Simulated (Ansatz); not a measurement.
# Structures of SrTiO3: which is lowest?

Plane-wave DFT in Ansatz with scalar-relativistic PAW potentials, cutoff 420 eV, Γ-centred meshes chosen by cell and gap, Gaussian smearing with energies taken to zero width. Every cell was relaxed (cell and atoms) in a run of its own, within the symmetry of its start. Functional: PBE.

Relaxed structures (starts from databases or built by putting these elements on another compound's sites):
A. Amm2, 5 atoms in the computed cell, a = 3.923 Å, b = 5.587 Å, c = 5.611 Å; sites (symmetry × multiplicity) Sr mm2 × 2, Ti mm2 × 2, O m.. × 4 + mm2 × 2; start: built
B. I4/mcm, 10 atoms in the computed cell, a = 5.555 Å, c = 7.893 Å; sites (symmetry × multiplicity) Sr -42m × 4, Ti 4/m.. × 4, O 422 × 4 + m.2m × 8; start: database

Question: Rank them by energy. Could pressure change the order?

Answer:
```tsv
structure	group	E − E(lowest) (meV/atom)	V (Å³/atom)	gap on mesh (eV)
A	Amm2	0.0	12.30	2.07
B	I4/mcm	1.0	12.18	1.93
```

A and B are level within the 2 meV/atom that separate runs leave open. The two lowest differ in volume by under 3 %, too little for a first-order estimate of what pressure does to that pair (other pairs aren't weighed here). Other structures may lie lower than all of these, and vibrations aren't counted.